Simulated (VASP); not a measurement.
Crystal: BN.

```
N B
1.0
     2.55394    0.00000    0.00000
    -1.27697    2.21178    0.00000
     0.00000    0.00000    4.22685
N B
2 2
Cartesian
  0.0000 1.4745 0.5295
  1.2770 0.7373 2.6430
  0.0000 1.4745 2.1123
  1.2770 0.7373 4.2257
```

Measurements of this composition are mostly on another form, of space group No. 194.

Base run:

```yaml
Program: VASP 6.6.1
Functional: r2SCAN
Potentials_or_basis: VASP PAW PBE potentials, release 64 (N, B)
Cutoff: 520 eV
k_mesh: 12 × 12 × 6
Occupations: gaussian, width 0.02 eV
Spin: no spin polarisation
```

Its results: band gap on the k mesh 5.72 eV, indirect (least direct gap 8.92 eV).

Q: The run is repeated on the same cell with these changes: functional from r2SCAN to PBEsol; further incar settings from ALGO = Normal; EDIFF = 1e-06 to ALGO = Fast; EDIFF = 1e-06. What comes out?

A: Band gap on the k mesh 4.97 eV, indirect (least direct gap 8.15 eV).

Not every run made on this cell is shown here.
